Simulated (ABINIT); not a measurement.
Runs of ABINIT 10.8.3 (patched build) on ZrS2. The structure is trigonal, space group P-3m1 (No. 164). Conventional cell: a = 3.691 Å, b = 3.691 Å, c = 6.041 Å, α = 90.00°, β = 90.00°, γ = 120.00°. Zr (site symmetry -3m) has 6 S at 2.57 Å as nearest neighbours. S (site symmetry 3m) has 3 Zr at 2.57 Å as nearest neighbours. The cell is a database's computed one.

| task | level | potentials or basis | k mesh | cutoff (eV) | fine-grid cutoff | gap on the mesh (eV) | pressure (GPa) | largest force (eV/Å) |
| --- | --- | --- | --- | --- | --- | --- | --- | --- |
| band structure | RPBE | JTH PAW PBE v2.0 | 8 × 8 × 5 | 544 | 1088.46 eV | 1.11 | 2.4 | (b) |
| band structure | BLYP | JTH PAW PBE v2.0 | 8 × 8 × 5 | 544 | 1088.46 eV | 1.09 | 4.1 | 0.27 |
| single point | r2SCAN | JTH PAW PBE v2.0 | 6 × 6 × 4 | 653 | 1251.72 eV | 1.38 | (a) | 0.05 |
| band structure | revPBE | JTH PAW PBE v2.0 | 8 × 8 × 5 | 544 | 1088.46 eV | 1.10 | 1.9 | 0.08 |
| single point | LDA | JTH PAW LDA v2.0 | 6 × 6 × 4 | 544 | 1088.46 eV | 0.95 | -4.6 | 0.32 |
| band structure | PW91 | JTH PAW PBE v2.0 | 8 × 8 × 5 | 544 | 1088.46 eV | 1.05 | 0.2 | 0.02 |
| band structure | LDA-PZ | JTH PAW LDA v2.0 | 8 × 8 × 5 | 544 | 1088.46 eV | 0.93 | -4.6 | 0.30 |

Alike in all rows: no spin polarisation; cell as given; smearing fermi-dirac 0.05 eV.

Task: Estimate the missing entries.

Result: (a) 0.0; (b) 0.11.

Caveats: the PAW data sets were made with another functional, which shifts forces and pressure a little (some runs); this functional lacks dispersion, which binds the layers, so the pressure and a relaxed spacing across them are unreliable (some runs).

A k mesh can miss the band edges, and the runs leave out spin-orbit coupling on Zr.

Runs at the PBE level aren't shown here.
